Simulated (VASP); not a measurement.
# MoS2 (R-3m) in VASP: further runs

Runs on MoS2. Level: PBEsol. Tasks: single point.

All numbers are computed with VASP 6.6.1; they aren't measurements. Logs are shortened: lines on timing, memory, paths and dates and some standing lists are left out, and cuts for length are marked.

### 1 Starting point

The structure is trigonal, space group R-3m (No. 166). Conventional cell: a = 3.171 Å, b = 3.171 Å, c = 18.345 Å, α = 90.00°, β = 90.00°, γ = 120.00°. Mo (site symmetry -3m) is surrounded by 6 S at 2.39 Å. S (site symmetry 3m) is surrounded by 3 Mo at 2.39 Å.

Measurements of this composition are mostly on another form, of space group No. 194.

### 2 Single point, PBEsol, spin-orbit coupling, no magnetisation

INCAR

```
PREC = Normal
ENCUT = 350
EDIFF = 1E-7
ISMEAR = 0
SIGMA = 0.02
LREAL = F
LASPH = T
NELM = 100
ALGO = Normal
ISIF = 2
LWAVE = F
LCHARG = F
MAGMOM = 0 0 0 0 0 0 0 0 0
LORBIT = 11
LSORBIT = T
GGA_COMPAT = F
LMAXMIX = 4
GGA = PS
NBANDS = 42
```

KPOINTS

```
regular mesh
0
Gamma
  6 6 6
```

POSCAR

```
MoS2
1.0
    1.5855000000      0.9153888518      6.1149966667
   -1.5855000000      0.9153888518      6.1149966667
    0.0000000000     -1.8307777036      6.1149966667
Mo S
1 2
Direct
    0.0000000000      0.0000000000      0.0000000000
    0.2500000000      0.2500000000      0.2500000000
    0.7500000000      0.7500000000      0.7500000000
```

Potentials or basis: VASP PAW PBE potentials, release 64 (Mo_sv, S).

Launch:

```
> cat potpaw_PBE.64/Mo_sv/POTCAR potpaw_PBE.64/S/POTCAR > POTCAR
> mpirun -np 1 vasp_ncl > vasp.out
```

OUTCAR:

```text
PREC = Normal
   ENCUT = 350
   EDIFF = 1E-7
   ISMEAR = 0
   LREAL = F
   LASPH = T
   NELM = 100
   ISIF = 2
   LORBIT = 11
   LSORBIT = T
   GGA = PS

 Found     32 irreducible k-points:

 Following reciprocal coordinates:
            Coordinates               Weight
  0.000000  0.000000  0.000000      1.000000
  0.166667  0.000000  0.000000      6.000000
  0.333333 -0.000000  0.000000      6.000000
  0.500000  0.000000  0.000000      3.000000
  0.166667  0.166667  0.000000      6.000000
  0.333333  0.166667  0.000000     12.000000
   k-points           NKPTS =     32   k-points in BZ     NKDIM =     32   number of bands    NBANDS=     42
   number of dos      NEDOS =    301   number of ions     NIONS =      3
   total plane-waves  NPLWV =  27000
   dimension x,y,z NGX =    30 NGY =   30 NGZ =   30
   dimension x,y,z NGXF=    60 NGYF=   60 NGZF=   60
   ions per type =               1   2
   NGX,Y,Z   is equivalent  to a cutoff of   7.81,  7.81,  7.81 a.u.
   NGXF,Y,Z  is equivalent  to a cutoff of  15.63, 15.63, 15.63 a.u.
 SYSTEM =  unknown system
   PREC   = normal    normal or accurate (medium, high low for compatibility)
   ISTART =      0    job   : 0-new  1-cont  2-samecut
   ICHARG =      2    charge: 1-file 2-atom 10-const
   ISPIN  =      1    spin polarized calculation?
   LNONCOLLINEAR =      T non collinear calculations
   LSORBIT =      T    spin-orbit coupling
   LASPH  =      T    aspherical Exc in radial PAW
   ENCUT  =  350.0 eV  25.72 Ry    5.07 a.u.   9.74  9.74  9.74*2*pi/ulx,y,z
   NELM   =    100;   NELMIN=  2; NELMDL= -5     # of ELM steps
   EDIFF  = 0.1E-06   stopping-criterion for ELM
   LREAL  =      F    real-space projection
[... 7 lines left out ...]
   TEBEG  =    0.0;   TEEND  =   0.0 temperature during run
   PSTRESS=    0.0 pullay stress
   NELECT =      26.0000    total number of electrons
   NUPDOWN=      -1.0000    fix difference up-down
   EMIN   =  10.00;   EMAX   =-10.00  energy-range for DOS
   EFERMI =   0.00;   METHOD = LEGACY
   ISMEAR =     0;   SIGMA  =   0.02  broadening in eV -4-tet -1-fermi 0-gaus
   EFERMI_NEDOS =   21; number of points for ismear=-14 and -15
   IALGO  =     38    algorithm
   IMIX   =      4    mixing-type and parameters
     AMIX     =   0.40;   BMIX     =  1.00
     AMIX_MAG =   1.60;   BMIX_MAG =  1.00
  volume/ion in A,a.u.               =      17.75       119.78
  Fermi-wavevector in a.u.,A,eV,Ry     =   1.289118  2.436081 22.610522  1.661826
  Thomas-Fermi vector in A             =   2.421031
   LORBIT       =     11    0 simple, 1 ext, 2 COOP (PROOUT), +10 PAW based schemes
   GGA     = PS    functional components
   LHFCALC =     F    Hartree Fock is set to
   AEXX    =    0.0000 exact exchange contribution
   IVDW    =     0    specifies the selected vdW correction
   LEPSILON=     F    determine dielectric tensor
   LRPA    =     F    only Hartree local field effects (RPA)
 Gauss-broadening in eV      SIGMA  =   0.02
  energy-cutoff  :      350.00
  volume of cell :       53.25
 maximum number of plane-waves:      1610
   NGX = 19   NGY = 19   NGZ = 19

 number of electron      26.0000000 magnetization       0.0000000      0.0000000      0.0000000

 number of electron      25.9999992 magnetization      -0.0000000     -0.0000000     -0.0000000

 number of electron      25.9999991 magnetization      -0.0000000      0.0000000      0.0000000

 number of electron      25.9999991 magnetization      -0.0000000     -0.0000000      0.0000000

 Free energy of the ion-electron system (eV)
  ---------------------------------------------------
  ext. energy  EPLUGINS =         0.00000000
  ---------------------------------------------------
  free energy    TOTEN  =       -22.72176822 eV

  energy without entropy =      -22.72152665  energy(sigma->0) =      -22.72164743

 E-fermi :   7.5438     XC(G=0): -11.0017

 val. band max:        7.5277499170   @ k =   0.0000   0.0000   0.0000
 cond. band min:       7.5562356073   @ k =  -0.3333   0.5000   0.3333
 fundamental gap:      0.0284856903
 Fermi energy:         7.5437568796

 k-point     1 :       0.0000    0.0000    0.0000
  band No.  band energies     occupation
      1     -53.9936      1.00000
      2     -53.9936      1.00000
      3     -29.6835      1.00000
      4     -29.6835      1.00000
      5     -27.2950      1.00000
      6     -27.2950      1.00000
[... 30 lines left out ...]
     37      14.3237      0.00000
     38      14.3237      0.00000

 k-point     2 :       0.1667    0.0000    0.0000
  band No.  band energies     occupation
      1     -53.9834      1.00000
      2     -53.9834      1.00000
      3     -29.7130      1.00000
      4     -29.7130      1.00000
      5     -27.3237      1.00000
      6     -27.3237      1.00000
[... 30 lines left out ...]
     37      15.4148      0.00000
     38      15.4148      0.00000

 k-point     3 :       0.3333   -0.0000    0.0000
  band No.  band energies     occupation
      1     -53.9630      1.00000
      2     -53.9630      1.00000
      3     -29.7776      1.00000
      4     -29.7776      1.00000
      5     -27.4591      1.00000
      6     -27.4591      1.00000
[... 30 lines left out ...]
     37      15.1217      0.00000
     38      15.1217      0.00000

 k-point     4 :       0.5000    0.0000    0.0000
  band No.  band energies     occupation
      1     -53.9527      1.00000
      2     -53.9527      1.00000
      3     -29.8119      1.00000
      4     -29.8119      1.00000
      5     -27.5268      1.00000
      6     -27.5268      1.00000
[... 30 lines left out ...]
     37      14.5716      0.00000
     38      14.5716      0.00000

 k-point     5 :       0.1667    0.1667    0.0000
  band No.  band energies     occupation
      1     -53.9834      1.00000
      2     -53.9834      1.00000
      3     -29.7131      1.00000
      4     -29.7131      1.00000
      5     -27.3238      1.00000
      6     -27.3238      1.00000
[... 30 lines left out ...]
     37      15.5115      0.00000
     38      15.5115      0.00000

 k-point     6 :       0.3333    0.1667    0.0000
  band No.  band energies     occupation
      1     -53.9681      1.00000
      2     -53.9681      1.00000
      3     -29.7599      1.00000
      4     -29.7599      1.00000
      5     -27.4158      1.00000
      6     -27.4158      1.00000
[... 30 lines left out ...]
     37      16.2309      0.00000
     38      16.2309      0.00000

 [... further k-points ...]

 [bands above 38 left out]

------------------------ aborting loop because EDIFF is reached ----------------------------------------

  FORCE on cell =-STRESS in cart. coord.  units (eV):
  Direction    XX          YY          ZZ          XY          YZ          ZX
  --------------------------------------------------------------------------------------
  -------------------------------------------------------------------------------------
  Total        0.3392827      0.3392827      1.8056096      0.0000000      0.0000000      0.0000000
  in kB       10.2082877     10.2082877     54.3269227      0.0000000      0.0000000      0.0000000
  external PRESSURE =      24.9144994 kB  Pullay stress =       0.0000000 kB

 VOLUME and BASIS-vectors are now :
 -----------------------------------------------------------------------------
  energy-cutoff  :      350.00
  volume of cell :       53.25
      direct lattice vectors                 reciprocal lattice vectors
     1.585500000  0.915388852  6.114996667     0.315357931  0.182071986  0.054510796
    -1.585500000  0.915388852  6.114996667    -0.315357931  0.182071986  0.054510796
     0.000000000 -1.830777704  6.114996667     0.000000000 -0.364143973  0.054510796

 POSITION                                       TOTAL-FORCE (eV/Angst)
 -----------------------------------------------------------------------------------
      0.00000      0.00000      0.00000         0.000000      0.000000      0.000000
      0.00000      0.00000      4.58625         0.000000      0.000000     -0.703460
      0.00000      0.00000     13.75874         0.000000     -0.000000      0.703460
 -----------------------------------------------------------------------------------
    total drift:                                0.000000      0.000000      0.000000

  FREE ENERGIE OF THE ION-ELECTRON SYSTEM (eV)
  ---------------------------------------------------
  free  energy   TOTEN  =       -22.7217682201 eV

  energy  without entropy=      -22.7215266484  energy(sigma->0) =      -22.72164743

 Spin-Orbit-Coupling matrix elements

 Ion:    1  E_soc:     -0.1945124
 l=   1
     0.0000000    -0.0294429    -0.0293254
    -0.0294429     0.0000000    -0.0294429
    -0.0293254    -0.0294429     0.0000000
 l=   2
     0.0000000    -0.0005185     0.0000000    -0.0005185    -0.0026796
    -0.0005185     0.0000000    -0.0019391    -0.0004133    -0.0005185
     0.0000000    -0.0019391     0.0000000    -0.0019391     0.0000000
    -0.0005185    -0.0004133    -0.0019391     0.0000000    -0.0005185
    -0.0026796    -0.0005185     0.0000000    -0.0005185     0.0000000
 l=   3
     0.0000000     0.0000000     0.0000000     0.0000000     0.0000000     0.0000000     0.0000000
     0.0000000     0.0000000     0.0000000     0.0000000     0.0000000     0.0000000     0.0000000
     0.0000000     0.0000000     0.0000000     0.0000000     0.0000000     0.0000000     0.0000000
     0.0000000     0.0000000     0.0000000     0.0000000     0.0000000     0.0000000     0.0000000
     0.0000000     0.0000000     0.0000000     0.0000000     0.0000000     0.0000000     0.0000000
     0.0000000     0.0000000     0.0000000     0.0000000     0.0000000     0.0000000     0.0000000
     0.0000000     0.0000000     0.0000000     0.0000000     0.0000000     0.0000000     0.0000000

 Ion:    2  E_soc:     -0.0024850
 l=   1
     0.0000000    -0.0004188    -0.0004049
    -0.0004188     0.0000000    -0.0004188
    -0.0004049    -0.0004188     0.0000000
 l=   2
     0.0000000     0.0000000     0.0000000     0.0000000     0.0000000
     0.0000000     0.0000000     0.0000000     0.0000000     0.0000000
     0.0000000     0.0000000     0.0000000     0.0000000     0.0000000
     0.0000000     0.0000000     0.0000000     0.0000000     0.0000000
     0.0000000     0.0000000     0.0000000     0.0000000     0.0000000
 l=   3
     0.0000000     0.0000000     0.0000000     0.0000000     0.0000000     0.0000000     0.0000000
     0.0000000     0.0000000     0.0000000     0.0000000     0.0000000     0.0000000     0.0000000
     0.0000000     0.0000000     0.0000000     0.0000000     0.0000000     0.0000000     0.0000000
     0.0000000     0.0000000     0.0000000     0.0000000     0.0000000     0.0000000     0.0000000
     0.0000000     0.0000000     0.0000000     0.0000000     0.0000000     0.0000000     0.0000000
     0.0000000     0.0000000     0.0000000     0.0000000     0.0000000     0.0000000     0.0000000
     0.0000000     0.0000000     0.0000000     0.0000000     0.0000000     0.0000000     0.0000000

 Ion:    3  E_soc:     -0.0024850
 l=   1
     0.0000000    -0.0004188    -0.0004049
    -0.0004188     0.0000000    -0.0004188
    -0.0004049    -0.0004188     0.0000000
 l=   2
     0.0000000     0.0000000     0.0000000     0.0000000     0.0000000
     0.0000000     0.0000000     0.0000000     0.0000000     0.0000000
     0.0000000     0.0000000     0.0000000     0.0000000     0.0000000
     0.0000000     0.0000000     0.0000000     0.0000000     0.0000000
     0.0000000     0.0000000     0.0000000     0.0000000     0.0000000
 l=   3
     0.0000000     0.0000000     0.0000000     0.0000000     0.0000000     0.0000000     0.0000000
     0.0000000     0.0000000     0.0000000     0.0000000     0.0000000     0.0000000     0.0000000
     0.0000000     0.0000000     0.0000000     0.0000000     0.0000000     0.0000000     0.0000000
     0.0000000     0.0000000     0.0000000     0.0000000     0.0000000     0.0000000     0.0000000
     0.0000000     0.0000000     0.0000000     0.0000000     0.0000000     0.0000000     0.0000000
     0.0000000     0.0000000     0.0000000     0.0000000     0.0000000     0.0000000     0.0000000
     0.0000000     0.0000000     0.0000000     0.0000000     0.0000000     0.0000000     0.0000000

 total charge

# of ion       s       p       d       tot
------------------------------------------
    1        2.308   6.238   3.963  12.508
    2        1.360   2.323   0.000   3.682
    3        1.360   2.323   0.000   3.682
--------------------------------------------------
tot          5.027  10.884   3.963  19.873

 magnetization (x)

# of ion       s       p       d       tot
------------------------------------------
    1        0.000   0.000   0.000   0.000
    2        0.000  -0.000   0.000  -0.000
    3        0.000  -0.000   0.000  -0.000
--------------------------------------------------
tot          0.000  -0.000   0.000  -0.000

 magnetization (y)

# of ion       s       p       d       tot
------------------------------------------
    1        0.000  -0.000   0.000  -0.000
    2        0.000   0.000   0.000   0.000
    3        0.000   0.000   0.000   0.000
--------------------------------------------------
tot          0.000  -0.000   0.000  -0.000

 magnetization (z)

# of ion       s       p       d       tot
------------------------------------------
    1        0.000   0.000   0.000   0.000
    2        0.000   0.000   0.000   0.000
    3        0.000   0.000   0.000   0.000
--------------------------------------------------
tot          0.000   0.000   0.000   0.000
```

Wall time 67 s (1 thread of Intel Xeon 6975P-C (Granite Rapids), shared host); peak memory 0.3 GiB.

These settings aren't checked as converged: the numbers below hold their error.

Results:

```
Free energy                                           : -22.7218 eV
Pressure                                              : 2.5 GPa
Largest force                                         : 0.703 eV/Å
Valence electrons inside the program's atomic spheres : Mo 12.51; S 3.68
```

Caveat: the k mesh is coarse (spacing up to 0.39 Å⁻¹), so the values aren't converged; the PAW data sets were made with another functional, which shifts forces and pressure a little; the cell's inner coordinates are idealised or old, which leaves forces on the atoms.

### 3 Single point, PBEsol, spin-orbit coupling, no magnetisation

INCAR: that of step 2 with these lines changed.

```diff
@@ -1,2 +1,2 @@
-PREC = Normal
+PREC = Accurate
 ENCUT = 350
@@ -6,3 +6,3 @@
 LREAL = F
-LASPH = T
+LASPH = F
 NELM = 100
```

KPOINTS is that of step 2.

POSCAR is that of step 2.

Potentials or basis: VASP PAW PBE potentials, release 64 (Mo_sv, S).

Launch:

```
> cat potpaw_PBE.64/Mo_sv/POTCAR potpaw_PBE.64/S/POTCAR > POTCAR
> mpirun -np 1 vasp_ncl > vasp.out
```

Wall time 2.3 min (1 thread of Intel Xeon 6975P-C (Granite Rapids), shared host); peak memory 0.48 GiB.

These settings aren't checked as converged: the numbers below hold their error.

What came out:

```
Free energy                                           : -22.7171 eV
Pressure                                              : 2.5 GPa
Largest force                                         : 0.702 eV/Å
Valence electrons inside the program's atomic spheres : Mo 12.51; S 3.68
```

Caveat: the k mesh is coarse (spacing up to 0.39 Å⁻¹), so the values aren't converged; the PAW data sets were made with another functional, which shifts forces and pressure a little; the cell's inner coordinates are idealised or old, which leaves forces on the atoms.

### 4 Single point, PBEsol, spin-orbit coupling, no magnetisation

INCAR: that of step 3 with these lines changed.

```diff
@@ -1,3 +1,3 @@
 PREC = Accurate
-ENCUT = 350
+ENCUT = 400
 EDIFF = 1E-7
@@ -6,3 +6,3 @@
 LREAL = F
-LASPH = F
+LASPH = T
 NELM = 100
```

KPOINTS is that of step 3.

POSCAR is that of step 3.

Potentials or basis: VASP PAW PBE potentials, release 64 (Mo_sv, S).

Launch:

```
> cat potpaw_PBE.64/Mo_sv/POTCAR potpaw_PBE.64/S/POTCAR > POTCAR
> mpirun -np 1 vasp_ncl > vasp.out
```

OUTCAR:

```text
PREC = Accurate
   ENCUT = 400
   EDIFF = 1E-7
   ISMEAR = 0
   LREAL = F
   LASPH = T
   NELM = 100
   ISIF = 2
   LORBIT = 11
   LSORBIT = T
   GGA = PS

 Found     32 irreducible k-points:

 Following reciprocal coordinates:
            Coordinates               Weight
  0.000000  0.000000  0.000000      1.000000
  0.166667  0.000000  0.000000      6.000000
  0.333333 -0.000000  0.000000      6.000000
  0.500000  0.000000  0.000000      3.000000
  0.166667  0.166667  0.000000      6.000000
  0.333333  0.166667  0.000000     12.000000
   k-points           NKPTS =     32   k-points in BZ     NKDIM =     32   number of bands    NBANDS=     42
   number of dos      NEDOS =    301   number of ions     NIONS =      3
   total plane-waves  NPLWV =  74088
[... 416 lines left out ...]
     0.0000000     0.0000000     0.0000000     0.0000000     0.0000000     0.0000000     0.0000000
     0.0000000     0.0000000     0.0000000     0.0000000     0.0000000     0.0000000     0.0000000
     0.0000000     0.0000000     0.0000000     0.0000000     0.0000000     0.0000000     0.0000000
     0.0000000     0.0000000     0.0000000     0.0000000     0.0000000     0.0000000     0.0000000
     0.0000000     0.0000000     0.0000000     0.0000000     0.0000000     0.0000000     0.0000000

 total charge

# of ion       s       p       d       tot
------------------------------------------
    1        2.307   6.238   3.966  12.512
    2        1.360   2.323   0.000   3.683
    3        1.360   2.323   0.000   3.683
--------------------------------------------------
tot          5.027  10.884   3.966  19.877

 magnetization (x)

# of ion       s       p       d       tot
------------------------------------------
    1       -0.000   0.000   0.000  -0.000
    2        0.000  -0.000   0.000  -0.000
    3        0.000   0.000   0.000   0.000
--------------------------------------------------
tot         -0.000  -0.000   0.000  -0.000

 magnetization (y)

# of ion       s       p       d       tot
------------------------------------------
    1        0.000   0.000   0.000   0.000
    2        0.000   0.000   0.000   0.000
    3        0.000   0.000   0.000   0.000
--------------------------------------------------
tot          0.000   0.000   0.000   0.000

 magnetization (z)

# of ion       s       p       d       tot
------------------------------------------
    1        0.000   0.000   0.000   0.000
    2        0.000   0.000   0.000   0.000
    3        0.000   0.000   0.000   0.000
--------------------------------------------------
tot          0.000   0.000   0.000   0.000
```

Wall time 3.4 min (1 thread of Intel Xeon 6975P-C (Granite Rapids), shared host); peak memory 0.55 GiB.

These settings aren't checked as converged: the numbers below hold their error.

Results:

```yaml
Free_energy: -22.7231 eV
Pressure: 2.7 GPa
Largest_force: 0.701 eV/Å
Valence_electrons_inside_the_program's_atomic_spheres: Mo 12.51; S 3.68
```

Caveat: the k mesh is coarse (spacing up to 0.39 Å⁻¹), so the values aren't converged; the PAW data sets were made with another functional, which shifts forces and pressure a little; the cell's inner coordinates are idealised or old, which leaves forces on the atoms.

### 5 Single point, PBEsol, spin-orbit coupling, no magnetisation

INCAR: that of step 4 with these lines changed.

```diff
@@ -1,3 +1,3 @@
 PREC = Accurate
-ENCUT = 400
+ENCUT = 600
 EDIFF = 1E-7
```

KPOINTS

```
regular mesh
0
Gamma
  5 5 5
```

POSCAR is that of step 4.

Launch:

```
> cat potpaw_PBE.64/Mo_sv/POTCAR potpaw_PBE.64/S/POTCAR > POTCAR
> mpirun -np 1 vasp_ncl > vasp.out
```

Run time: 5.2 min. Hardware: 1 thread of Intel Xeon 6975P-C (Granite Rapids), shared host; peak memory 0.92 GiB.

The run converged, but some of its settings lie outside the range that counts as converged, so its numbers aren't taken as properties of the crystal.

What came out:

```
Free energy                                           : -22.6712 eV
Pressure                                              : 2.7 GPa
Largest force                                         : 0.697 eV/Å
Valence electrons inside the program's atomic spheres : Mo 12.52; S 3.68
```

Caveat: the k mesh is coarse (spacing up to 0.46 Å⁻¹), so the values aren't converged; the PAW data sets were made with another functional, which shifts forces and pressure a little; the cell's inner coordinates are idealised or old, which leaves forces on the atoms.

### 6 The reference run

An earlier run on the cell as given: functional PBE; potentials or basis VASP PAW PBE potentials, release 64 (Mo_sv, S); cutoff 520 eV; k mesh 10 × 10 × 10; occupations fermi-dirac, width 0.05 eV; no spin polarisation.

* Pressure: 7.8 GPa
* Largest force: 0.994 eV/Å
* Band gap on the k mesh: none (metal or under the smearing width)
